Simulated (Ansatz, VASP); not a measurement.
**One calculation of Lu, two programs**

INCAR

```
ALGO = Normal
EDIFF = 1E-7
ENCUT = 520
GGA = CA
ISIF = 2
ISMEAR = -1
LASPH = True
LCHARG = False
LREAL = False
LWAVE = False
NBANDS = 18
NELM = 80
PREC = Accurate
SIGMA = 0.1
```

File KPOINTS:

```
k-points
0
Gamma
  13 13 13
```

The input POSCAR:

```
Lu
1.0
   -1.8465854827      1.8465854827      1.8465854827
    1.8465854827     -1.8465854827      1.8465854827
    1.8465854827      1.8465854827     -1.8465854827
Lu
1
Direct
    0.0000000000      0.0000000000      0.0000000000
```

Input for Ansatz:

```yaml
crystal:
  lattice:
    - [-1.8465854827, 1.8465854827, 1.8465854827]
    - [1.8465854827, -1.8465854827, 1.8465854827]
    - [1.8465854827, 1.8465854827, -1.8465854827]
  atoms:
    - { symbol: Lu, position: [0.0, 0.0, 0.0] }
hamiltonian:
  xc: lda
  pseudopotentials:
    kind: paw
    azcp:
      Lu: "pseudopotentials/Lu.paw.azcp"
basis:
  ecutwfc: 420
  fft_grid_basis: typed
kpoints:
  mp_grid: { grid: [13, 13, 13], shift: [0, 0, 0] }
magnetization:
  spin_polarized: false
scf:
  occupations: { method: fermi_dirac, width: 0.1 }
  lower_state_search: "off"
output:
  stress: true
```

Alike in both runs: task single point; functional LDA; k mesh 13 × 13 × 13; occupations fermi-dirac, width 0.1 eV; no spin polarisation.

```csv
,VASP,Ansatz
version,VASP 6.6.1,Ansatz 0.2.0
potentials or method,"VASP PAW PBE potentials, release 64 (Lu)","plane waves (420 eV) with PAW, scalar-relativistic"
plane-wave cutoff (eV),520,420
valence electrons in the cell,25,25
```

```csv
,VASP,Ansatz,Ansatz less VASP
pressure (GPa),2.5,2.2,-0.31
```

Ansatz warned: «pseudo_functional_mismatch».

Caveats: the PAW data sets were made with another functional, which shifts forces and pressure a little (VASP). The runs have no spin-orbit coupling, so splittings on Lu are missing.
